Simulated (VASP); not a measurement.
# Te2Mo (P6_3/mmc) in VASP: notebook, part 2 of 3

VASP 6.6.1. Earlier steps stand in the parts before.

### Step 4. Band structure, r2SCAN

Input file INCAR:

```
SYSTEM = Te2Mo
PREC     = Accurate       ! precision mode
ENCUT    = 520            ! plane-wave cutoff, eV
EDIFF    = 1E-7           ! SCF threshold, eV
ISMEAR   = 0              ! smearing method
SIGMA    = 0.03           ! smearing width, eV
LREAL    = .FALSE.        ! projectors in reciprocal space
LASPH    = .TRUE.         ! aspherical terms in the spheres
NELM     = 80             ! most SCF steps
ALGO     = Normal         ! electronic algorithm
ISIF     = 2              ! what is computed and relaxed
LWAVE    = .FALSE.        ! write WAVECAR
LCHARG   = .FALSE.        ! write CHGCAR
LMAXMIX  = 4              ! l up to which the mixer works
METAGGA  = R2SCAN         ! meta-GGA
LMIXTAU  = .TRUE.       
NBANDS   = 35             ! bands
KPAR     = 4
```

Input file KPOINTS:

```
Automatic mesh
0
G
  9 9 2
  0 0 0
```

Input file POSCAR:

```
Te2Mo                                   
1.0
    3.4956786070      0.0000000000      0.0000000000
   -1.7478393035      3.0273464772      0.0000000000
    0.0000000000      0.0000000000     13.6948374266
  Te              Mo            
     4     2
Direct
     0.3333333332999970    0.6666666667000030    0.6172428416304356
     0.6666666667000030    0.3333333332999970    0.1172428416304356
     0.3333333332999970    0.6666666667000030    0.8827571583695644
     0.6666666667000030    0.3333333332999970    0.3827571583695644
     0.3333333332999970    0.6666666667000030    0.2500000000000000
     0.6666666667000030    0.3333333332999970    0.7500000000000000
```

KPOINTS_OPT is that of step 3.

Potentials or basis: VASP PAW PBE potentials, release 64 (Te, Mo_sv).

Command:

```bash
cat potpaw_PBE.64/Te/POTCAR potpaw_PBE.64/Mo_sv/POTCAR > POTCAR
mpirun -np 4 vasp_std > vasp.out
```

Run time: 6.8 min. Hardware: 4 MPI ranks of Intel Xeon 6975P-C (Granite Rapids), shared host; peak memory 0.43 GiB.

It converged, with:

```yaml
Free_energy: -155.4776 eV
Pressure: 3.2 GPa
Largest_force: 0.265 eV/Å
Band_gap_on_the_k_mesh: 0.77 eV, indirect (least direct gap 1.15 eV)
Band_gap_along_the_path: 0.70 eV, indirect (least direct gap 1.15 eV)
```

Forces in eV/Å, atoms in the order of the input:
```
Te   0.000  0.000  0.265
Te   0.000  0.000  0.265
Te   0.000  0.000 -0.265
Te   0.000  0.000 -0.265
Mo   0.000  0.000  0.000
Mo   0.000  0.000  0.000
```

Stress tensor (GPa, compression positive):
```
3.65 0.00 0.00
0.00 3.65 0.00
0.00 0.00 2.32
```

Levels at the corners of the path, in eV from the valence-band top:
```csv
point,band 23,band 24,band 25,band 26,band 27,band 28,band 29,band 30
Γ,-1.10,-1.10,-0.27,0.00,2.99,2.99,3.17,3.17
M,-1.15,-1.08,-0.77,-0.36,1.35,1.43,1.53,1.94
M,-1.15,-1.08,-0.77,-0.36,1.35,1.43,1.53,1.94
K,-2.03,-2.03,-0.39,-0.09,1.06,1.08,1.08,2.27
K,-2.03,-2.03,-0.39,-0.09,1.06,1.08,1.08,2.27
Γ,-1.10,-1.10,-0.27,0.00,2.99,2.99,3.17,3.17
Γ,-1.10,-1.10,-0.27,0.00,2.99,2.99,3.17,3.17
A,-1.13,-1.13,-0.07,-0.07,3.03,3.03,3.03,3.03
A,-1.13,-1.13,-0.07,-0.07,3.03,3.03,3.03,3.03
L,-1.09,-1.09,-0.57,-0.57,1.38,1.38,1.75,1.75
L,-1.09,-1.09,-0.57,-0.57,1.38,1.38,1.75,1.75
H,-2.27,-2.27,-0.27,-0.27,1.09,1.09,1.62,1.62
H,-2.27,-2.27,-0.27,-0.27,1.09,1.09,1.62,1.62
A,-1.13,-1.13,-0.07,-0.07,3.03,3.03,3.03,3.03
L,-1.09,-1.09,-0.57,-0.57,1.38,1.38,1.75,1.75
M,-1.15,-1.08,-0.77,-0.36,1.35,1.43,1.53,1.94
K,-2.03,-2.03,-0.39,-0.09,1.06,1.08,1.08,2.27
H,-2.27,-2.27,-0.27,-0.27,1.09,1.09,1.62,1.62
```

Caveat: the PAW data sets were made with another functional, which shifts forces and pressure a little; spin-orbit coupling is left out, which moves the levels of the heavy elements.

### Step 5. Band structure, PBE, spin-orbit coupling, no magnetisation

INCAR, as its differences from that of step 4:

```diff
@@ -13,6 +13,9 @@
 LCHARG   = .FALSE.        ! write CHGCAR
+MAGMOM   = 0 0 0 0 0 0 0 0 0 0 0 0 0 0 0 0 0 0 ! initial moments
+LORBIT   = 11             ! projections on sites
+LSORBIT  = .TRUE.         ! spin-orbit coupling
+GGA_COMPAT= .FALSE.      
 LMAXMIX  = 4              ! l up to which the mixer works
-METAGGA  = R2SCAN         ! meta-GGA
-LMIXTAU  = .TRUE.       
-NBANDS   = 35             ! bands
+GGA      = PE             ! functional
+NBANDS   = 68             ! bands
 KPAR     = 4
```

KPOINTS is that of step 4.

POSCAR is that of step 4.

KPOINTS_OPT is that of step 4.

Potentials or basis: VASP PAW PBE potentials, release 64 (Te, Mo_sv).

Command:

```bash
cat potpaw_PBE.64/Te/POTCAR potpaw_PBE.64/Mo_sv/POTCAR > POTCAR
mpirun -np 4 vasp_ncl > vasp.out
```

OUTCAR:

```text
SYSTEM = Te2Mo
   PREC = Accurate
   ENCUT = 520
   EDIFF = 1E-7
   ISMEAR = 0
   LREAL = .FALSE.
   LASPH = .TRUE.
   NELM = 80
   ISIF = 2
   LORBIT = 11
   LSORBIT = .TRUE.
   GGA = PE

 ion  position               nearest neighbor table
   1  0.333  0.667  0.617-   6 2.72   6 2.72   6 2.72   3 3.64
   2  0.667  0.333  0.117-   5 2.72   5 2.72   5 2.72   4 3.64
   3  0.333  0.667  0.883-   6 2.72   6 2.72   6 2.72   1 3.64
   4  0.667  0.333  0.383-   5 2.72   5 2.72   5 2.72   2 3.64
   5  0.333  0.667  0.250-   2 2.72   4 2.72   2 2.72   4 2.72   2 2.72   4 2.72
   6  0.667  0.333  0.750-   1 2.72   3 2.72   1 2.72   3 2.72   1 2.72   3 2.72

  LATTYP: Found a hexagonal cell.
 ALAT       =     3.4956786070
 C/A-ratio  =     3.9176477492

  Lattice vectors:

 A1 = (   3.4956786070,   0.0000000000,   0.0000000000)
 A2 = (  -1.7478393035,   3.0273464772,   0.0000000000)
 A3 = (   0.0000000000,   0.0000000000,  13.6948374266)

Analysis of symmetry for initial positions (statically):
=====================================================================
 Subroutine PRICEL returns:
 Original cell was already a primitive cell.

 Routine SETGRP: Setting up the symmetry group for a
[... 1960 lines left out ...]
    -0.0005940     0.0000000    -0.0022023    -0.0005628    -0.0005940
     0.0000000    -0.0022023     0.0000000    -0.0022023     0.0000000
    -0.0005940    -0.0005628    -0.0022023     0.0000000    -0.0005940
    -0.0040158    -0.0005940     0.0000000    -0.0005940     0.0000000
 l=   3
     0.0000000     0.0000000     0.0000000     0.0000000     0.0000000     0.0000000     0.0000000
     0.0000000     0.0000000     0.0000000     0.0000000     0.0000000     0.0000000     0.0000000
     0.0000000     0.0000000     0.0000000     0.0000000     0.0000000     0.0000000     0.0000000
     0.0000000     0.0000000     0.0000000     0.0000000     0.0000000     0.0000000     0.0000000
     0.0000000     0.0000000     0.0000000     0.0000000     0.0000000     0.0000000     0.0000000
     0.0000000     0.0000000     0.0000000     0.0000000     0.0000000     0.0000000     0.0000000
     0.0000000     0.0000000     0.0000000     0.0000000     0.0000000     0.0000000     0.0000000

 total charge

# of ion       s       p       d       tot
------------------------------------------
    1        1.387   1.978   0.067   3.432
    2        1.387   1.978   0.067   3.432
    3        1.387   1.978   0.067   3.432
    4        1.387   1.978   0.067   3.432
    5        2.254   6.149   3.997  12.400
    6        2.254   6.149   3.997  12.400
--------------------------------------------------
tot         10.056  20.210   8.261  38.527

 magnetization (x)

# of ion       s       p       d       tot
------------------------------------------
    1        0.000   0.000   0.000   0.000
    2        0.000  -0.000  -0.000  -0.000
    3        0.000   0.000  -0.000   0.000
    4        0.000   0.000   0.000   0.000
    5        0.000  -0.000  -0.000  -0.000
    6        0.000  -0.000  -0.000  -0.000
--------------------------------------------------
tot          0.000  -0.000  -0.000   0.000

 magnetization (y)

# of ion       s       p       d       tot
------------------------------------------
    1        0.000   0.000   0.000   0.000
    2        0.000   0.000   0.000   0.000
    3        0.000   0.000  -0.000  -0.000
    4       -0.000   0.000   0.000  -0.000
    5        0.000   0.000   0.000   0.000
    6        0.000  -0.000   0.000   0.000
--------------------------------------------------
tot          0.000  -0.000  -0.000  -0.000

 magnetization (z)

# of ion       s       p       d       tot
------------------------------------------
    1        0.000   0.000   0.000   0.000
    2        0.000   0.000   0.000   0.000
    3        0.000   0.000   0.000   0.000
    4        0.000   0.000   0.000   0.000
    5        0.000   0.000   0.000   0.000
    6        0.000   0.000   0.000   0.000
--------------------------------------------------
tot          0.000   0.000   0.000   0.000
```

OSZICAR:

```text
N       E                     dE             d eps       ncg     rms          rms(c)
DAV:   1     0.430206320831E+03    0.43021E+03   -0.26694E+04  3728   0.138E+03
DAV:   2    -0.949235694232E+01   -0.43970E+03   -0.42401E+03  3924   0.336E+02
DAV:   3    -0.369014921187E+02   -0.27409E+02   -0.26609E+02  3952   0.724E+01
DAV:   4    -0.377335521752E+02   -0.83206E+00   -0.82452E+00  3884   0.117E+01
DAV:   5    -0.377554598233E+02   -0.21908E-01   -0.21886E-01  4056   0.200E+00    0.229E+01
DAV:   6    -0.369710340543E+02    0.78443E+00   -0.52486E+00  3520   0.132E+01    0.965E+00
DAV:   7    -0.368520562612E+02    0.11898E+00   -0.35714E+00  3484   0.101E+01    0.664E+00
DAV:   8    -0.365075565109E+02    0.34450E+00   -0.77659E-01  3404   0.521E+00    0.357E+00
DAV:   9    -0.365082292245E+02   -0.67271E-03   -0.10708E-01  3692   0.143E+00    0.125E+00
DAV:  10    -0.365075242173E+02    0.70501E-03   -0.29328E-03  3736   0.306E-01    0.774E-01
[... 90 further cycles ...]
DAV:   1     0.644666146309E+04   -0.35969E+05     3456
DAV:   2    -0.214131871645E+04   -0.85880E+04     3376
DAV:   3    -0.272453738444E+04   -0.58322E+03     3688
DAV:   4    -0.274263805035E+04   -0.18101E+02     3432
DAV:   5    -0.274312179030E+04   -0.48374E+00     3944
DAV:   6    -0.274312883258E+04   -0.70423E-02     3556
DAV:   7    -0.274312909053E+04   -0.25795E-03     3888
DAV:   8    -0.274312909651E+04   -0.59796E-05     3220
DAV:   9    -0.274312909679E+04   -0.27961E-06     2744
DAV:  10    -0.274312909681E+04   -0.17982E-07     2492
```

stdout:

```text
POSCAR found type information on POSCAR TeMo
 POSCAR found :  2 types and       6 ions
 scaLAPACK will be used
 LDA part: xc-table for (Slater+PW92), standard interpolation
 POSCAR, INCAR and KPOINTS ok, starting setup
 FFT: planning ... GRIDC
 FFT: planning ... GRID_SOFT
 FFT: planning ... GRID
 WAVECAR not read
 entering main loop
 Start KPOINTS_OPT (optional k-point list driver)
k-point batch [1-24\213]
k-point batch [25-48\213]
k-point batch [49-72\213]
k-point batch [73-96\213]
k-point batch [97-120\213]
k-point batch [121-144\213]
k-point batch [145-168\213]
k-point batch [169-192\213]
k-point batch [193-213\213]
```

It took 11 min on 4 MPI ranks of Intel Xeon 6975P-C (Granite Rapids), shared host; peak memory 0.95 GiB.

What came out:

```yaml
Free_energy: -36.5072 eV
Pressure: 3.8 GPa
Largest_force: 0.028 eV/Å
Valence_electrons_inside_the_program's_atomic_spheres: Te 3.43; Mo 12.40
```

Forces in eV/Å, atoms in the order of the input:
```
Te   0.000  0.000 -0.028
Te   0.000  0.000 -0.028
Te   0.000  0.000  0.028
Te   0.000  0.000  0.028
Mo   0.000  0.000  0.000
Mo   0.000  0.000  0.000
```

Caveat: this functional lacks dispersion, which binds the layers, so the pressure and a relaxed spacing across them are unreliable.

(Part 2 of 3 ends here.)
